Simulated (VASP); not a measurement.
The input files of a VASP run:

POSCAR:
```
AlSb
1.0
  0.0000000000   3.0771045049   3.0771045049
  3.0771045049   0.0000000000   3.0771045049
  3.0771045049   3.0771045049   0.0000000000
Al Sb
1 1
Cart
  0.0000000000   0.0000000000   0.0000000000
  1.5385522524   1.5385522524   1.5385522524
```

**KPOINTS**
```
K-points
0
Gamma
  8 8 8
0 0 0
```

### INCAR
```
SYSTEM = AlSb
PREC = Accurate
ENCUT = 520
EDIFF = 1E-7
NELM = 100
ALGO = Normal
LREAL = .FALSE.
LASPH = .TRUE.
ISMEAR = 0
SIGMA = 0.05
GGA = PE
IVDW = 13
LMAXMIX = 4
LWAVE = .FALSE.
LCHARG = .FALSE.
ISIF = 2
```

POTCAR, in this order: Al Sb (PBE.64 set). Program: vasp_std.

Q: Write an equivalent input for Ansatz.

A: One equivalent input (not run):
Ansatz 0.2 input:
```yaml
crystal:
  lattice:
    - [0.0000000, 3.0771045, 3.0771045]
    - [3.0771045, 0.0000000, 3.0771045]
    - [3.0771045, 3.0771045, 0.0000000]
  atoms:
    - { symbol: Al, position: [0.0000000, 0.0000000, 0.0000000] }
    - { symbol: Sb, position: [0.2500000, 0.2500000, 0.2500000] }
kpoints:
  mp_grid: { grid: [8, 8, 8] }
hamiltonian:
  xc: pbe
  dispersion: d4
  pseudopotentials: { kind: paw }
scf:
  occupations: { method: gaussian, width: 0.05 }
  max_iter: 100
output: { forces: true, stress: true, eigenvalues: true }
```
The two are equivalent in intent, not identical: each code has its own PAW files, so the cut-off isn't converted (ENCUT is set for VASP's; basis.ecutwfc is left out, and Ansatz then takes the one that its files recommend); Ansatz stops its SCF on the density residual and VASP on the energy change (EDIFF).

The compound is AlSb in the zinc blende structure. It was relaxed first.
